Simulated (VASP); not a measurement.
B:

```
B
1.0
     1.99314    0.00000    0.00000
     0.00000    1.99314    0.00000
     0.00000    0.00000    2.04216
B
1
Direct
  0.00000 0.00000 0.00000
```

The cell was built by a generator and needn't be a form met in nature.

```yaml
Program: VASP 6.6.1
Task: relaxation of cell and atoms
Functional: PBE
Potentials_or_basis: VASP PAW PBE potentials, release 64 (B)
Cutoff: 600 eV
k_mesh: 8 × 8 × 8
Occupations: gaussian, width 0.1 eV
Spin: no spin polarisation
```

At the start: pressure -30.8 GPa; volume 8.11 Å³/atom.

Question: Where does the relaxation end?

Answer: Over 3 steps the energy falls by 158.1 meV/atom and the volume is 6.73 Å³/atom (-17.0 %); space group Pm-3m (No. 221, to 0.05 Å).

Step by step:
```tsv
step	energy change (eV)	largest force (eV/Å)	pressure (GPa)	volume (Å³)
1	0.0000	0.0000	-30.77	8.11
2	-0.1453	0.0000	12.72	6.42
3	-0.1581	0.0000	0.36	6.73
```

Final structure:
```yaml
crystal:
  lattice:
    - [1.88826, 0.00000, 0.00000]
    - [0.00000, 1.88826, 0.00000]
    - [0.00000, 0.00000, 1.88813]
  atoms:
    - { symbol: B, position: [0.00000, 0.00000, 0.00000] }
```

Caveat: the k mesh is coarse (spacing up to 0.39 Å⁻¹), so the values aren't converged; the volume moved by over 15 % at a fixed basis, so the end points are rough.
